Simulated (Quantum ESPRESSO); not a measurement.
# Cu under changes of volume

One of the cells (11.994 Å³/atom); the others are scaled copies at fixed shape and fractional positions:

```
CELL_PARAMETERS angstrom
1.21846 -3.97638 0.00000
1.21846 3.97638 0.00000
0.00000 0.00000 2.47550
ATOMIC_POSITIONS crystal
Cu 0.86613 0.13387 0.75000
Cu 0.13387 0.86613 0.25000
```

This isn't the form of Cu at room conditions, which is fcc.

* Program: Quantum ESPRESSO 7.5
* Functional: LDA
* Potentials or basis: GBRV 1.5 LDA
* Cutoff: 762 eV
* Density cutoff: 6095 eV
* k mesh: 11 × 11 × 11
* Occupations: fermi-dirac, width 0.05 eV
* Spin: no spin polarisation

| volume (Å³/atom) | energy over the lowest point (meV/atom) | pressure (GPa) |
| --- | --- | --- |
| 11.274 | 1.55 | 2.4 |
| 11.514 | 0.00 | -1.4 |
| 11.754 | 3.69 | -4.6 |
| 11.994 | 12.03 | -7.5 |
| 12.234 | 24.42 | -10.0 |
| 12.474 | 40.43 | -12.3 |
| 12.714 | ? | ? |

Task: What does the run at 12.714 Å³/atom give?

Result: Energy over the lowest point 59.58 meV/atom; pressure -14.3 GPa.

Worked out: A Birch-Murnaghan fit of order 3 (a polynomial in V^(-2/3)) to the other rows has its minimum at 11.46 Å³/atom with B0 = V·E''(V) = 172 GPa and B' = 5.0 at fixed shape and positions, which overstates the stiffness. It gives 59.60 meV/atom at 12.714 Å³/atom, against the run's 59.58, and -dE/dV = -13.8 GPa, against -14.3.

Energies are extrapolated to zero smearing.
